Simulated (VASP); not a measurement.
# NaH (Fm-3m) in VASP: notebook, part 3 of 3

VASP 6.6.1. The steps go on from the part before.

**11. Single point, PBEsol**

Contents of INCAR:

```
ALGO = Normal
EDIFF = 1E-7
ENCUT = 520
GGA = PS
ISIF = 2
ISMEAR = -1
LASPH = T
LCHARG = F
LREAL = F
LWAVE = F
NBANDS = 11
NELM = 80
PREC = Accurate
SIGMA = 0.05
```

Contents of KPOINTS:

```
k-points
0
Gamma
  9 9 9
```

Contents of POSCAR:

```
NaH
1.0
    0.0000000000      2.4400000000      2.4400000000
    2.4400000000      0.0000000000      2.4400000000
    2.4400000000      2.4400000000      0.0000000000
Na H
1 1
Direct
    0.0000000000      0.0000000000      0.0000000000
    0.5000000000      0.5000000000      0.5000000000
```

Potentials or basis: VASP PAW PBE potentials, release 64 (Na_pv, H).

Started as:

```sh
$ cat potpaw_PBE.64/Na_pv/POTCAR potpaw_PBE.64/H/POTCAR > POTCAR
$ mpirun -np 1 vasp_std > vasp.out
```

OUTCAR:

```text
EDIFF = 1E-7
   ENCUT = 520
   GGA = PS
   ISIF = 2
   ISMEAR = -1
   LASPH = T
   LREAL = F
   NELM = 80
   PREC = Accurate

 ion  position               nearest neighbor table
   1  0.000  0.000  0.000-
   2  0.500  0.500  0.500-

  LATTYP: Found a face centered cubic cell.
 ALAT       =     4.8800000000

  Lattice vectors:

 A1 = (   0.0000000000,   2.4400000000,   2.4400000000)
 A2 = (   2.4400000000,   0.0000000000,   2.4400000000)
 A3 = (   2.4400000000,   2.4400000000,   0.0000000000)

Analysis of symmetry for initial positions (statically):
=====================================================================
 Subroutine PRICEL returns:
 Original cell was already a primitive cell.

 Routine SETGRP: Setting up the symmetry group for a
 face centered cubic supercell.

 Subroutine GETGRP returns: Found 48 space group operations
 (whereof 48 operations were pure point group operations)
 out of a pool of 48 trial point group operations.

The static configuration has the point symmetry O_h .

Analysis of symmetry for dynamics (positions and initial velocities):
=====================================================================
 Subroutine PRICEL returns:
 Original cell was already a primitive cell.

 Routine SETGRP: Setting up the symmetry group for a
 face centered cubic supercell.

 Subroutine GETGRP returns: Found 48 space group operations
 (whereof 48 operations were pure point group operations)
 out of a pool of 48 trial point group operations.

The dynamic configuration has the point symmetry O_h .

 Subroutine INISYM returns: Found 48 space group operations
 (whereof 48 operations are pure point group operations),
 and found     1 'primitive' translations

----------------------------------------------------------------------------------------

                                     Primitive cell

  volume of cell :      29.0536
[... 115 lines left out ...]
   LHFCALC =     F    Hartree Fock is set to
   AEXX    =    0.0000 exact exchange contribution
   IVDW    =     0    specifies the selected vdW correction
   LEPSILON=     F    determine dielectric tensor
   LRPA    =     F    only Hartree local field effects (RPA)
 non-spin polarized calculation
  energy-cutoff  :      520.00
  volume of cell :       29.05
 maximum number of plane-waves:       797
 NGX is ok and might be reduce to    28
   NGX = 13   NGY = 13   NGZ = 13

 number of electron       8.0000008 magnetization

 Free energy of the ion-electron system (eV)
  ---------------------------------------------------
  ext. energy  EPLUGINS =         0.00000000
  ---------------------------------------------------
  free energy    TOTEN  =        -5.08047108 eV

  energy without entropy =       -5.08047108  energy(sigma->0) =       -5.08047108

 E-fermi :  -0.0988     XC(G=0):  -7.7899

 val. band max:       -1.2501764436   @ k =  -0.3333   0.4444   0.1111
 cond. band min:       2.5703589939   @ k =  -0.4444   0.1111   0.0000
 fundamental gap:      3.8205354375
 Fermi energy:        -0.0988286354

 k-point     1 :       0.0000    0.0000    0.0000
  band No.  band energies     occupation
      1     -23.2342      2.00000
      2     -23.2342      2.00000
      3     -23.2342      2.00000
      4      -4.8244      2.00000
      5       8.9750      0.00000
      6      13.9978      0.00000
      7      13.9978      0.00000
      8      13.9978      0.00000
      9      14.8759      0.00000
     10      14.8759      0.00000
     11      14.8759      0.00000
[... 309 lines left out ...]
 k-point    24 :       0.4444    0.4444    0.0000
  band No.  band energies     occupation
      1     -23.3101      2.00000
      2     -23.2630      2.00000
      3     -23.2630      2.00000
      4      -1.5499      2.00000
      5       3.3962      0.00000
      6       8.5599      0.00000
      7       9.1987      0.00000
      8       9.1987      0.00000
      9      10.3780      0.00000
     10      21.6453      0.00000
     11      23.4628      0.00000

 [... further k-points ...]

------------------------ aborting loop because EDIFF is reached ----------------------------------------

  FORCE on cell =-STRESS in cart. coord.  units (eV):
  Direction    XX          YY          ZZ          XY          YZ          ZX
  --------------------------------------------------------------------------------------
  -------------------------------------------------------------------------------------
  Total       -0.2175046     -0.2175046     -0.2175046      0.0000000      0.0000000      0.0000000
  in kB      -11.9944265    -11.9944265    -11.9944265      0.0000000      0.0000000      0.0000000
  external PRESSURE =     -11.9944265 kB  Pullay stress =       0.0000000 kB

 VOLUME and BASIS-vectors are now :
 -----------------------------------------------------------------------------
  energy-cutoff  :      520.00
  volume of cell :       29.05
      direct lattice vectors                 reciprocal lattice vectors
     0.000000000  2.440000000  2.440000000    -0.204918033  0.204918033  0.204918033
     2.440000000  0.000000000  2.440000000     0.204918033 -0.204918033  0.204918033
     2.440000000  2.440000000  0.000000000     0.204918033  0.204918033 -0.204918033

 POSITION                                       TOTAL-FORCE (eV/Angst)
 -----------------------------------------------------------------------------------
      0.00000      0.00000      0.00000        -0.000000      0.000000      0.000000
      2.44000      2.44000      2.44000         0.000000     -0.000000      0.000000
 -----------------------------------------------------------------------------------
    total drift:                               -0.000000      0.000000      0.000000

  FREE ENERGIE OF THE ION-ELECTRON SYSTEM (eV)
  ---------------------------------------------------
  free  energy   TOTEN  =        -5.0804710781 eV

  energy  without entropy=       -5.0804710781  energy(sigma->0) =       -5.08047108
```

OSZICAR:

```text
N       E                     dE             d eps       ncg     rms          rms(c)
DAV:   1     0.391092429046E+02    0.39109E+02   -0.45438E+03   782   0.732E+02
DAV:   2    -0.409610132368E+01   -0.43205E+02   -0.42639E+02   788   0.195E+02
DAV:   3    -0.544403623350E+01   -0.13479E+01   -0.13462E+01   926   0.333E+01
DAV:   4    -0.545313497276E+01   -0.90987E-02   -0.90979E-02   891   0.279E+00
DAV:   5    -0.545321683965E+01   -0.81867E-04   -0.81865E-04   898   0.270E-01    0.288E+00
DAV:   6    -0.515713531921E+01    0.29608E+00   -0.30218E-01   929   0.316E+00    0.132E+00
DAV:   7    -0.507787494419E+01    0.79260E-01   -0.27298E-01   881   0.221E+00    0.331E-01
DAV:   8    -0.508052391271E+01   -0.26490E-02   -0.67437E-03   854   0.950E-01    0.596E-02
DAV:   9    -0.508048095907E+01    0.42954E-04   -0.74823E-04   962   0.324E-01    0.191E-02
DAV:  10    -0.508047059863E+01    0.10360E-04   -0.42694E-05   858   0.419E-02    0.294E-03
DAV:  11    -0.508047128950E+01   -0.69088E-06   -0.11973E-06   901   0.639E-03    0.219E-03
DAV:  12    -0.508047107090E+01    0.21861E-06   -0.10252E-07   666   0.213E-03    0.205E-04
DAV:  13    -0.508047107809E+01   -0.71931E-08   -0.82083E-09   442   0.684E-04
   1 F= -.50804711E+01 E0= -.50804711E+01  d E =-.139289E-10
```

Run time: 17 s. Hardware: 1 thread of AMD EPYC 7R43 (Zen 3), shared host; peak memory 0.12 GiB.

Results:

| Quantity | Value |
| --- | --- |
| Free energy | -5.0805 eV |
| Pressure | -1.2 GPa |
| Band gap on the k mesh | 3.82 eV, indirect (least direct gap 4.55 eV) |

Levels at points of the mesh, in eV from the valence-band top:
```csv
k point,band 1,band 2,band 3,band 4,band 5,band 6,band 7,band 8
"(0.00, 0.00, 0.00)",-21.98,-21.98,-21.98,-3.57,10.23,15.25,15.25,15.25
```

Caveat: the PAW data sets were made with another functional, which shifts forces and pressure a little; an odd mesh through Γ misses points on the zone boundary, where band edges often lie.

**12. Equation of state, PBEsol, 13.66 Å³/atom (volume scaled by 0.94)**

INCAR is that of step 11.

KPOINTS is that of step 11.

Contents of POSCAR:

```
NaH
1.0
    0.0000000000      2.3901901053      2.3901901053
    2.3901901053      0.0000000000      2.3901901053
    2.3901901053      2.3901901053      0.0000000000
Na H
1 1
Direct
    0.0000000000      0.0000000000      0.0000000000
    0.5000000000      0.5000000000      0.5000000000
```

Potentials or basis: VASP PAW PBE potentials, release 64 (Na_pv, H).

Started as:

```sh
$ cat potpaw_PBE.64/Na_pv/POTCAR potpaw_PBE.64/H/POTCAR > POTCAR
$ mpirun -np 1 vasp_std > vasp.out
```

It took 18 s on 1 thread of AMD EPYC 7R43 (Zen 3), shared host; peak memory 0.12 GiB.

Results (log left out):

- Free energy: -5.0857 eV
- Pressure: 0.2 GPa
- Band gap on the k mesh: 3.93 eV, indirect (least direct gap 4.68 eV)

Caveat: the PAW data sets were made with another functional, which shifts forces and pressure a little; an odd mesh through Γ misses points on the zone boundary, where band edges often lie.

**13. Equation of state, PBEsol, 13.95 Å³/atom (volume scaled by 0.96)**

INCAR is that of step 12.

KPOINTS is that of step 12.

Contents of POSCAR:

```
NaH
1.0
    0.0000000000      2.4070229845      2.4070229845
    2.4070229845      0.0000000000      2.4070229845
    2.4070229845      2.4070229845      0.0000000000
Na H
1 1
Direct
    0.0000000000      0.0000000000      0.0000000000
    0.5000000000      0.5000000000      0.5000000000
```

Started as:

```sh
$ cat potpaw_PBE.64/Na_pv/POTCAR potpaw_PBE.64/H/POTCAR > POTCAR
$ mpirun -np 1 vasp_std > vasp.out
```

Run time: 18 s. Hardware: 1 thread of AMD EPYC 7R43 (Zen 3), shared host; peak memory 0.11 GiB.

It converged, with:

| Quantity | Value |
| --- | --- |
| Free energy | -5.0857 eV |
| Pressure | -0.3 GPa |
| Band gap on the k mesh | 3.89 eV, indirect (least direct gap 4.63 eV) |

Caveat: the PAW data sets were made with another functional, which shifts forces and pressure a little; an odd mesh through Γ misses points on the zone boundary, where band edges often lie.

**14. Equation of state, PBEsol, 14.24 Å³/atom (volume scaled by 0.98)**

INCAR is that of step 13.

KPOINTS is that of step 13.

Contents of POSCAR:

```
NaH
1.0
    0.0000000000      2.4236236676      2.4236236676
    2.4236236676      0.0000000000      2.4236236676
    2.4236236676      2.4236236676      0.0000000000
Na H
1 1
Direct
    0.0000000000      0.0000000000      0.0000000000
    0.5000000000      0.5000000000      0.5000000000
```

Started as:

```sh
$ cat potpaw_PBE.64/Na_pv/POTCAR potpaw_PBE.64/H/POTCAR > POTCAR
$ mpirun -np 1 vasp_std > vasp.out
```

Run time: 19 s. Hardware: 1 thread of AMD EPYC 7R43 (Zen 3), shared host; peak memory 0.11 GiB.

It converged, with:

- Free energy: -5.0839 eV
- Pressure: -0.8 GPa
- Band gap on the k mesh: 3.86 eV, indirect (least direct gap 4.59 eV)

Caveat: the PAW data sets were made with another functional, which shifts forces and pressure a little; an odd mesh through Γ misses points on the zone boundary, where band edges often lie.

**15. Equation of state, PBEsol, 14.82 Å³/atom (volume scaled by 1.02)**

INCAR is that of step 14.

KPOINTS is that of step 14.

Contents of POSCAR:

```
NaH
1.0
    0.0000000000      2.4561594113      2.4561594113
    2.4561594113      0.0000000000      2.4561594113
    2.4561594113      2.4561594113      0.0000000000
Na H
1 1
Direct
    0.0000000000      0.0000000000      0.0000000000
    0.5000000000      0.5000000000      0.5000000000
```

Potentials or basis: VASP PAW PBE potentials, release 64 (Na_pv, H).

Started as:

```sh
$ cat potpaw_PBE.64/Na_pv/POTCAR potpaw_PBE.64/H/POTCAR > POTCAR
$ mpirun -np 1 vasp_std > vasp.out
```

Run time: 16 s. Hardware: 1 thread of AMD EPYC 7R43 (Zen 3), shared host; peak memory 0.11 GiB.

It converged, with:

| Item | Value |
| --- | --- |
| Free energy | -5.0757 eV |
| Pressure | -1.6 GPa |
| Band gap on the k mesh | 3.79 eV, indirect (least direct gap 4.50 eV) |

Caveat: the PAW data sets were made with another functional, which shifts forces and pressure a little; an odd mesh through Γ misses points on the zone boundary, where band edges often lie.

**16. Equation of state, PBEsol, 15.11 Å³/atom (volume scaled by 1.04)**

INCAR is that of step 15.

KPOINTS is that of step 15.

Contents of POSCAR:

```
NaH
1.0
    0.0000000000      2.4721089453      2.4721089453
    2.4721089453      0.0000000000      2.4721089453
    2.4721089453      2.4721089453      0.0000000000
Na H
1 1
Direct
    0.0000000000      0.0000000000      0.0000000000
    0.5000000000      0.5000000000      0.5000000000
```

Started as:

```sh
$ cat potpaw_PBE.64/Na_pv/POTCAR potpaw_PBE.64/H/POTCAR > POTCAR
$ mpirun -np 1 vasp_std > vasp.out
```

It took 18 s on 1 thread of AMD EPYC 7R43 (Zen 3), shared host; peak memory 0.12 GiB.

The run converged. Its results:

```yaml
Free_energy: -5.0695 eV
Pressure: -1.9 GPa
Band_gap_on_the_k_mesh: 3.75 eV, indirect (least direct gap 4.46 eV)
```

Caveat: the PAW data sets were made with another functional, which shifts forces and pressure a little; an odd mesh through Γ misses points on the zone boundary, where band edges often lie.

**17. Equation of state, PBEsol, 15.40 Å³/atom (volume scaled by 1.06)**

INCAR is that of step 16.

KPOINTS is that of step 16.

Contents of POSCAR:

```
NaH
1.0
    0.0000000000      2.4878552867      2.4878552867
    2.4878552867      0.0000000000      2.4878552867
    2.4878552867      2.4878552867      0.0000000000
Na H
1 1
Direct
    0.0000000000      0.0000000000      0.0000000000
    0.5000000000      0.5000000000      0.5000000000
```

Started as:

```sh
$ cat potpaw_PBE.64/Na_pv/POTCAR potpaw_PBE.64/H/POTCAR > POTCAR
$ mpirun -np 1 vasp_std > vasp.out
```

Wall time 19 s (1 thread of AMD EPYC 7R43 (Zen 3), shared host); peak memory 0.12 GiB.

Results (log left out):

* Free energy: -5.0623 eV
* Pressure: -2.2 GPa
* Band gap on the k mesh: 3.72 eV, indirect (least direct gap 4.42 eV)

Caveat: the PAW data sets were made with another functional, which shifts forces and pressure a little; an odd mesh through Γ misses points on the zone boundary, where band edges often lie.

**18. Equation of state, PBEsol**

Potentials or basis: VASP PAW PBE potentials, release 64 (Na_pv, H).

No new run: the results of the series are fitted here.

What came out:

- Equilibrium volume: 13.79 Å³/atom
- Bulk modulus: 24 GPa
- Pressure derivative of the bulk modulus: 3.7

Energy against volume, from the lowest point:
| volume (Å³/atom) | energy (meV/atom) |
| --- | --- |
| 13.655 | 0.00 |
| 13.946 | 0.04 |
| 14.236 | 0.94 |
| 14.527 | 2.63 |
| 14.817 | 5.04 |
| 15.108 | 8.10 |
| 15.398 | 11.74 |

Caveat: the PAW data sets were made with another functional, which shifts forces and pressure a little.

**19. The runs side by side**

| task | level | cell | ladder | gap on the mesh (eV) | pressure (GPa) | V0 of scaled cells (Å³/atom) | B0 (GPa) |
| --- | --- | --- | --- | --- | --- | --- | --- |
| single point | PBE | as given | - | 4.01 | -0.7 | - | - |
| single point | PBE | atoms moved at random, drawn with an rms of 0.05 Å | - | 4.01 | -0.7 | - | - |
| equation of state | PBE | as given | - | - | - | 14.13 | 23 |
| single point | PBEsol | as given | free | 3.82 | -1.2 | - | - |
| equation of state | PBEsol | as given | free | - | - | 13.79 | 24 |

Alike in all rows: potentials or basis VASP PAW PBE potentials, release 64 (Na_pv, H); no spin polarisation; k mesh 9 × 9 × 9; cutoff (eV) 520; smearing fermi-dirac 0.05 eV.

Caveats: an odd mesh through Γ misses points on the zone boundary, where band edges often lie (some runs); the PAW data sets were made with another functional, which shifts forces and pressure a little (some runs).

Total energies depend on the potentials used, so only differences within one code and one set of settings carry meaning.
